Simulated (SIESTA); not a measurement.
Runs of SIESTA 5.4.2 on RbCl. The structure is cubic, space group Fm-3m (No. 225). The conventional cell has a = 6.548 Å, b = 6.548 Å, c = 6.548 Å, α = 90.00°, β = 90.00°, γ = 90.00°. Rb (site symmetry m-3m) is surrounded by 6 Cl at 3.27 Å. Around Cl (site symmetry m-3m) lie 6 Rb at 3.27 Å. 

```csv
task,level,potentials or basis,broadening (eV),window to (eV),polarisation,direction,optical mesh offset,gap on the mesh (eV),pressure (GPa)
band structure,PBE,"PseudoDojo 0.4 standard (PBE files), DZP (energy shift 0.003 Ry; two zetas on semicore shells; d shell added on Rb)",-,-,-,-,-,5.09,1.1
band structure,LDA,"PseudoDojo 0.4 standard (LDA files), DZP (energy shift 0.003 Ry; two zetas on semicore shells; d shell added on Rb)",-,-,-,-,-,4.64,-1.4
optical spectrum,PBE,"PseudoDojo 0.4 standard (PBE files), DZP (energy shift 0.003 Ry; two zetas on semicore shells; d shell added on Rb)",0.2 eV,30 eV,unpolarized,0.0 0.0 1.0,true,5.09,1.1
band structure,PBEsol,"PseudoDojo 0.4 standard (PBEsol files), DZP (energy shift 0.003 Ry; two zetas on semicore shells; d shell added on Rb)",-,-,-,-,-,(a),-0.1
```

Alike in all rows: no spin polarisation; cell as given; k mesh 7 × 7 × 7; smearing fermi-dirac 0.05 eV; grid cutoff 800 Ry; energy shift 0.003 Ry.

Question: Fill in the values left out.

Answer: (a) 4.93.

Caveats: the basis of atomic orbitals isn't converged, which shifts pressures, moduli and gaps; spectra need much finer meshes, so this one isn't converged (some runs); independent-particle spectra lack excitons (some runs); an odd mesh through Γ misses points on the zone boundary, where band edges often lie (some runs).

A k mesh can miss the band edges, and the runs leave out spin-orbit coupling on Rb.
